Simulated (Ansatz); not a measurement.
Space group Im-3m (No. 229). a = 3.281 Å, b = 3.281 Å, c = 3.281 Å, α = 90.00°, β = 90.00°, γ = 90.00°
| atom | site | symmetry | x | y | z |
| --- | --- | --- | --- | --- | --- |
| Ta | 2a | m-3m | 0.0000 | 0.0000 | 0.0000 |

Equation of state of this Ta structure (not necessarily the ground state), with shape and atoms relaxed at each volume where symmetry leaves them free. It has no gap at any of these volumes. Level of theory: Ansatz 0.2.0, DFT PBEsol, scalar-relativistic, plane waves, PAW.

Cutoff 420 eV; k points 18×18×18 on the computed 1-atom cell (Γ-centred); Gaussian smearing, width 0.10 eV; no spin polarisation.

```json
{"V (Å³/atom)": "15.534", "E − E(largest V) (meV/atom)": "105.73", "P (GPa)": "34.09"}
{"V (Å³/atom)": "16.063", "E − E(largest V) (meV/atom)": "10.40", "P (GPa)": "23.71"}
{"V (Å³/atom)": "16.593", "E − E(largest V) (meV/atom)": "-52.88", "P (GPa)": "14.58"}
{"V (Å³/atom)": "17.123", "E − E(largest V) (meV/atom)": "-87.66", "P (GPa)": "6.69"}
{"V (Å³/atom)": "17.652", "E − E(largest V) (meV/atom)": "-98.21", "P (GPa)": "-0.02"}
{"V (Å³/atom)": "18.182", "E − E(largest V) (meV/atom)": "-88.33", "P (GPa)": "-5.78"}
{"V (Å³/atom)": "18.711", "E − E(largest V) (meV/atom)": "-60.69", "P (GPa)": "-10.80"}
{"V (Å³/atom)": "19.417", "E − E(largest V) (meV/atom)": "0.00", "P (GPa)": "-16.48"}
```

Question: Fit a third-order Birch–Murnaghan equation to E(V).

Answer: V0 = 17.65 Å³/atom, B0 = 209 GPa, B0' = 4.0.

Spin-orbit coupling is left out, which matters for the bands of heavy elements.